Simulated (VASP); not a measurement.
# Si (P6_3/mmc) in VASP: notebook

One crystal, Si, is run at these levels: LDA; tasks: relaxation of shape and atoms at fixed volume.

Everything below comes from runs of VASP 6.6.1. Logs are shortened: lines on timing, memory, paths and dates and some standing lists are left out, and cuts for length are marked.

## Step 1: The undisturbed crystal

The structure is hexagonal, space group P6_3/mmc (No. 194). Conventional cell: a = 2.666 Å, b = 2.666 Å, c = 4.506 Å, α = 90.00°, β = 90.00°, γ = 120.00°. Around Si (site symmetry -6m2) lie 12 Si at 2.67 to 2.73 Å.

This isn't the form of Si at room conditions, which is diamond.

## Step 2: Relaxation of shape and atoms at fixed volume, LDA (a relaxed cell with its volume scaled by 0.94)

The input, INCAR:

```
ALGO = Normal
EDIFF = 1E-7
EDIFFG = -0.01
ENCUT = 600
IBRION = 2
ISIF = 4
ISMEAR = 0
LASPH = True
LCHARG = False
LREAL = False
LWAVE = False
NELM = 80
NSW = 40
PREC = Accurate
SIGMA = 0.03
```

The input, KPOINTS:

```
k-points
0
Gamma
  12 12 6
```

The input, POSCAR:

```
Si                                      
1.0
    2.6099787605      0.0000000000      0.0000000000
   -1.3049893802      2.2603079099      0.0000000000
    0.0000000000      0.0000000000      4.3912093034
  Si            
     2
Direct
     0.3333333300000021    0.6666666699999979    0.2500000000000000
     0.6666666699999979    0.3333333300000021    0.7500000000000000
```

Potentials or basis: VASP PAW LDA potentials, release 64 (Si).

Run with:

```bash
> cat potpaw_LDA.64/Si/POTCAR > POTCAR
> mpirun -np 1 vasp_std > vasp.out
```

OUTCAR:

```text
EDIFF = 1E-7
   EDIFFG = -0.01
   ENCUT = 600
   IBRION = 2
   ISIF = 4
   ISMEAR = 0
   LASPH = True
   LREAL = False
   NELM = 80
   NSW = 40
   PREC = Accurate

 ion  position               nearest neighbor table
   1  0.333  0.667  0.250-   2 2.66   2 2.66   2 2.66   2 2.66   2 2.66   2 2.66
   2  0.667  0.333  0.750-   1 2.66   1 2.66   1 2.66   1 2.66   1 2.66   1 2.66

  LATTYP: Found a hexagonal cell.
 ALAT       =     2.6099787605
 C/A-ratio  =     1.6824693633

  Lattice vectors:

 A1 = (   2.6099787605,   0.0000000000,   0.0000000000)
 A2 = (  -1.3049893802,   2.2603079099,   0.0000000000)
 A3 = (   0.0000000000,   0.0000000000,   4.3912093034)

Analysis of symmetry for initial positions (statically):
=====================================================================
 Subroutine PRICEL returns:
 Original cell was already a primitive cell.

 Routine SETGRP: Setting up the symmetry group for a
 hexagonal supercell.

 Subroutine GETGRP returns: Found 24 space group operations
 (whereof 12 operations were pure point group operations)
 out of a pool of 24 trial point group operations.

The static configuration has the point symmetry D_3d.
 The point group associated with its full space group is D_6h.

Analysis of symmetry for dynamics (positions and initial velocities):
=====================================================================
 Subroutine PRICEL returns:
 Original cell was already a primitive cell.

 Routine SETGRP: Setting up the symmetry group for a
 hexagonal supercell.

 Subroutine GETGRP returns: Found 24 space group operations
 (whereof 12 operations were pure point group operations)
 out of a pool of 24 trial point group operations.

The dynamic configuration has the point symmetry D_3d.
 The point group associated with its full space group is D_6h.

 Subroutine INISYM returns: Found 24 space group operations
 (whereof 12 operations are pure point group operations),
 and found     1 'primitive' translations

----------------------------------------------------------------------------------------

                                     Primitive cell

  volume of cell :      25.9053

  direct lattice vectors                    reciprocal lattice vectors
     2.609978761  0.000000000  0.000000000     0.383144880  0.221208800  0.000000000
    -1.304989380  2.260307910  0.000000000     0.000000000  0.442417600  0.000000000
     0.000000000  0.000000000  4.391209303     0.000000000  0.000000000  0.227727701

  length of vectors
     2.609978761  2.609978760  4.391209303     0.442417600  0.442417600  0.227727701

  position of ions in fractional coordinates (direct lattice)
     0.333333330  0.666666670  0.250000000
     0.666666670  0.333333330  0.750000000

  ion indices of the primitive-cell ions
   primitive index   ion index
                 1           1
                 2           2

----------------------------------------------------------------------------------------

 KPOINTS: k-points

Automatic generation of k-mesh.
 Grid dimensions read from file:
 generate k-points for:   12   12    6

 Generating k-lattice:

  Cartesian coordinates                     Fractional coordinates (reciprocal lattice)
     0.031928740  0.018434067  0.000000000     0.083333333  0.000000000  0.000000000
     0.000000000  0.036868133  0.000000000     0.000000000  0.083333333  0.000000000
     0.000000000  0.000000000  0.037954617     0.000000000  0.000000000  0.166666667

  Length of vectors
     0.036868133  0.036868133  0.037954617

  Shift w.r.t. Gamma in fractional coordinates (k-lattice)
     0.000000000  0.000000000  0.000000000

[... 57 lines left out ...]
   ISYM   =      2    0-nonsym 1-usesym 2-fastsym
   POTIM  = 0.5000    time-step for ionic-motion
   TEBEG  =    0.0;   TEEND  =   0.0 temperature during run
   PSTRESS=    0.0 pullay stress
   NELECT =       8.0000    total number of electrons
   NUPDOWN=      -1.0000    fix difference up-down
   EMIN   =  10.00;   EMAX   =-10.00  energy-range for DOS
   EFERMI =   0.00;   METHOD = LEGACY
   ISMEAR =     0;   SIGMA  =   0.03  broadening in eV -4-tet -1-fermi 0-gaus
   EFERMI_NEDOS =   21; number of points for ismear=-14 and -15
   IALGO  =     38    algorithm
   IMIX   =      4    mixing-type and parameters
     AMIX     =   0.40;   BMIX     =  1.00
     AMIX_MAG =   1.60;   BMIX_MAG =  1.00
  volume/ion in A,a.u.               =      12.95        87.41
  Fermi-wavevector in a.u.,A,eV,Ry     =   1.106561  2.091097 16.660016  1.224477
  Thomas-Fermi vector in A             =   2.243063
   LORBIT       =      0    0 simple, 1 ext, 2 COOP (PROOUT), +10 PAW based schemes
   GGA     = CA    functional components
   LHFCALC =     F    Hartree Fock is set to
   AEXX    =    0.0000 exact exchange contribution
   IVDW    =     0    specifies the selected vdW correction
   LEPSILON=     F    determine dielectric tensor
   LRPA    =     F    only Hartree local field effects (RPA)
 conjugate gradient relaxation of ions
 non-spin polarized calculation
 Gauss-broadening in eV      SIGMA  =   0.03
  energy-cutoff  :      600.00
  volume of cell :       25.91
 maximum number of plane-waves:       881
 NGX is ok and might be reduce to    24
   NGX = 11   NGY = 11   NGZ = 17

--------------------------------------- Ionic step        1  -------------------------------------------

 number of electron       8.0000000 magnetization

 Free energy of the ion-electron system (eV)
  ---------------------------------------------------
  ext. energy  EPLUGINS =         0.00000000
  ---------------------------------------------------
  free energy    TOTEN  =       -11.05371051 eV

  energy without entropy =      -11.05364110  energy(sigma->0) =      -11.05367581

------------------------ aborting loop because EDIFF is reached ----------------------------------------

  FORCE on cell =-STRESS in cart. coord.  units (eV):
  Direction    XX          YY          ZZ          XY          YZ          ZX
  --------------------------------------------------------------------------------------
  -------------------------------------------------------------------------------------
  Total        1.1690900      1.1690900      1.2129153      0.0000000      0.0000000      0.0000000
  in kB       72.3052483     72.3052483     75.0157305      0.0000000      0.0000000      0.0000000
  external PRESSURE =      73.2087424 kB  Pullay stress =       0.0000000 kB

 VOLUME and BASIS-vectors are now :
 -----------------------------------------------------------------------------
  energy-cutoff  :      600.00
  volume of cell :       25.91
      direct lattice vectors                 reciprocal lattice vectors
     2.609978761  0.000000000  0.000000000     0.383144880  0.221208800  0.000000000
    -1.304989380  2.260307910  0.000000000     0.000000000  0.442417600  0.000000000
     0.000000000  0.000000000  4.391209303     0.000000000  0.000000000  0.227727701

 POSITION                                       TOTAL-FORCE (eV/Angst)
 -----------------------------------------------------------------------------------
     -0.00000      1.50687      1.09780        -0.000000     -0.000000      0.000000
      1.30499      0.75344      3.29341         0.000000      0.000000      0.000000
 -----------------------------------------------------------------------------------
    total drift:                               -0.000000      0.000000     -0.000000

  FREE ENERGIE OF THE ION-ELECTRON SYSTEM (eV)
  ---------------------------------------------------
  free  energy   TOTEN  =       -11.0537105119 eV

  energy  without entropy=      -11.0536411008  energy(sigma->0) =      -11.05367581

--------------------------------------- Ionic step        2  -------------------------------------------

 number of electron       8.0000000 magnetization

 Free energy of the ion-electron system (eV)
  ---------------------------------------------------
  ext. energy  EPLUGINS =         0.00000000
  ---------------------------------------------------
  free energy    TOTEN  =       -11.05371783 eV

  energy without entropy =      -11.05363709  energy(sigma->0) =      -11.05367746

 E-fermi :  11.6565     XC(G=0): -11.7160

 val. band max:       11.6340563364   @ k =   0.3333   0.3333   0.0000
 cond. band min:      11.7747673878   @ k =   0.2500   0.1667   0.3333
 fundamental gap:      0.1407110514
 Fermi energy:        11.6565133963

 k-point     1 :       0.0000    0.0000    0.0000
  band No.  band energies     occupation
      1      -3.7878      2.00000
      2       3.2866      2.00000
      3       3.8868      2.00000
      4      21.1335      0.00000
      5      21.1335      0.00000
      6      22.2994      0.00000
      7      22.2994      0.00000
      8      23.0149      0.00000
[... 243 lines left out ...]
 k-point    24 :       0.3333   -0.0000    0.1667
  band No.  band energies     occupation
      1      -0.4534      2.00000
      2       4.3895      2.00000
      3       8.5798      2.00000
      4       9.2516      2.00000
      5      13.3978      0.00000
      6      16.4392      0.00000
      7      17.7767      0.00000
      8      18.5977      0.00000

 [... further k-points ...]

------------------------ aborting loop because EDIFF is reached ----------------------------------------

  FORCE on cell =-STRESS in cart. coord.  units (eV):
  Direction    XX          YY          ZZ          XY          YZ          ZX
  --------------------------------------------------------------------------------------
  -------------------------------------------------------------------------------------
  Total        1.1904484      1.1904484      1.1668976      0.0000000     -0.0000000      0.0000000
  in kB       73.6262119     73.6262118     72.1696539      0.0000000     -0.0000000      0.0000000
  external PRESSURE =      73.1406925 kB  Pullay stress =       0.0000000 kB

 VOLUME and BASIS-vectors are now :
 -----------------------------------------------------------------------------
  energy-cutoff  :      600.00
  volume of cell :       25.91
      direct lattice vectors                 reciprocal lattice vectors
     2.609059394  0.000000000  0.000000000     0.383279891  0.221286748 -0.000000000
    -1.304529697  2.259511715 -0.000000000    -0.000000000  0.442573496  0.000000000
     0.000000000  0.000000000  4.394304550    -0.000000000  0.000000000  0.227567295

 POSITION                                       TOTAL-FORCE (eV/Angst)
 -----------------------------------------------------------------------------------
     -0.00000      1.50634      1.09858         0.000000      0.000000     -0.000000
      1.30453      0.75317      3.29573        -0.000000     -0.000000      0.000000
 -----------------------------------------------------------------------------------
    total drift:                               -0.000000      0.000000     -0.000000

  FREE ENERGIE OF THE ION-ELECTRON SYSTEM (eV)
  ---------------------------------------------------
  free  energy   TOTEN  =       -11.0537178316 eV

  energy  without entropy=      -11.0536370875  energy(sigma->0) =      -11.05367746

 reached required accuracy - stopping structural energy minimisation
```

It took 12 s on 1 thread of Intel Xeon 6975P-C (Granite Rapids), shared host; peak memory 0.14 GiB.

Results:

* Free energy: -11.0537 eV
* Energy gained by relaxing: 0.0 meV/atom
* Ionic steps: 2
* Pressure after relaxing: 7.3 GPa
* Band gap on the k mesh: none (metal or under the smearing width)

Final structure:
```yaml
crystal:
  lattice:
    - [2.60906, 0.00000, 0.00000]
    - [-1.30453, 2.25951, 0.00000]
    - [0.00000, 0.00000, 4.39430]
  atoms:
    - { symbol: Si, position: [0.33333, 0.66667, 0.25000] }
    - { symbol: Si, position: [0.66667, 0.33333, 0.75000] }
```

## Step 3: Relaxation of shape and atoms at fixed volume, LDA (a relaxed cell with its volume scaled by 0.96)

INCAR is that of step 2.

KPOINTS is that of step 2.

The input, POSCAR:

```
Si                                      
1.0
    2.6283594982      0.0000000000      0.0000000000
   -1.3141797490      2.2762260957      0.0000000000
    0.0000000000      0.0000000000      4.4221343315
  Si            
     2
Direct
     0.3333333300000021    0.6666666699999979    0.2500000000000000
     0.6666666699999979    0.3333333300000021    0.7500000000000000
```

Potentials or basis: VASP PAW LDA potentials, release 64 (Si).

Run with:

```bash
> cat potpaw_LDA.64/Si/POTCAR > POTCAR
> mpirun -np 1 vasp_std > vasp.out
```

OUTCAR:

```text
EDIFF = 1E-7
   EDIFFG = -0.01
   ENCUT = 600
   IBRION = 2
   ISIF = 4
   ISMEAR = 0
   LASPH = True
   LREAL = False
   NELM = 80
   NSW = 40
   PREC = Accurate

 ion  position               nearest neighbor table
   1  0.333  0.667  0.250-   2 2.68   2 2.68   2 2.68   2 2.68   2 2.68   2 2.68
   2  0.667  0.333  0.750-   1 2.68   1 2.68   1 2.68   1 2.68   1 2.68   1 2.68

  LATTYP: Found a hexagonal cell.
 ALAT       =     2.6283594982
 C/A-ratio  =     1.6824693633

  Lattice vectors:

 A1 = (   2.6283594982,   0.0000000000,   0.0000000000)
 A2 = (  -1.3141797490,   2.2762260957,   0.0000000000)
 A3 = (   0.0000000000,   0.0000000000,   4.4221343315)

Analysis of symmetry for initial positions (statically):
=====================================================================
 Subroutine PRICEL returns:
 Original cell was already a primitive cell.

 Routine SETGRP: Setting up the symmetry group for a
 hexagonal supercell.

 Subroutine GETGRP returns: Found 24 space group operations
 (whereof 12 operations were pure point group operations)
 out of a pool of 24 trial point group operations.
[... 173 lines left out ...]
 Fermi energy:        11.3547476128

 k-point     1 :       0.0000    0.0000    0.0000
  band No.  band energies     occupation
      1      -3.8839      2.00000
      2       3.0689      2.00000
      3       3.7361      2.00000
      4      20.6284      0.00000
      5      20.6284      0.00000
      6      21.8548      0.00000
      7      21.8548      0.00000
      8      22.6648      0.00000
[... 243 lines left out ...]
 k-point    24 :       0.3333    0.0000    0.1667
  band No.  band energies     occupation
      1      -0.5974      2.00000
      2       4.1873      2.00000
      3       8.3338      2.00000
      4       8.9667      2.00000
      5      13.0655      0.00000
      6      16.0352      0.00000
      7      17.4053      0.00000
      8      18.1988      0.00000

 [... further k-points ...]

------------------------ aborting loop because EDIFF is reached ----------------------------------------

  FORCE on cell =-STRESS in cart. coord.  units (eV):
  Direction    XX          YY          ZZ          XY          YZ          ZX
  --------------------------------------------------------------------------------------
  -------------------------------------------------------------------------------------
  Total        0.7560603      0.7560603      0.7716903      0.0000000     -0.0000000     -0.0000000
  in kB       45.7862350     45.7862350     46.7327683      0.0000000     -0.0000000     -0.0000000
  external PRESSURE =      46.1017461 kB  Pullay stress =       0.0000000 kB

 VOLUME and BASIS-vectors are now :
 -----------------------------------------------------------------------------
  energy-cutoff  :      600.00
  volume of cell :       26.46
      direct lattice vectors                 reciprocal lattice vectors
     2.628359498  0.000000000  0.000000000     0.380465458  0.219661835  0.000000000
    -1.314179749  2.276226096  0.000000000     0.000000000  0.439323669  0.000000000
     0.000000000  0.000000000  4.422134331     0.000000000  0.000000000  0.226135148

 POSITION                                       TOTAL-FORCE (eV/Angst)
 -----------------------------------------------------------------------------------
     -0.00000      1.51748      1.10553        -0.000000      0.000000      0.000000
      1.31418      0.75874      3.31660         0.000000      0.000000      0.000000
 -----------------------------------------------------------------------------------
    total drift:                               -0.000000      0.000000     -0.000000

  FREE ENERGIE OF THE ION-ELECTRON SYSTEM (eV)
  ---------------------------------------------------
  free  energy   TOTEN  =       -11.0741752606 eV

  energy  without entropy=      -11.0741243280  energy(sigma->0) =      -11.07414979

 reached required accuracy - stopping structural energy minimisation
```

It took 9.2 s on 1 thread of Intel Xeon 6975P-C (Granite Rapids), shared host; peak memory 0.14 GiB.

Results:

```
Free energy             : -11.0742 eV
Pressure after relaxing : 4.6 GPa
Band gap on the k mesh  : none (metal or under the smearing width)
```

Stress tensor (GPa, compression positive):
```
4.58 0.00 0.00
0.00 4.58 0.00
0.00 0.00 4.67
```

Final structure:
```
Si
1.0
     2.62836    0.00000    0.00000
    -1.31418    2.27623    0.00000
     0.00000    0.00000    4.42213
Si
2
Direct
  0.33333 0.66667 0.25000
  0.66667 0.33333 0.75000
```

Caveat: the relaxation stopped at its first step, so nothing moved.

(Continued in part 2 of 2.)
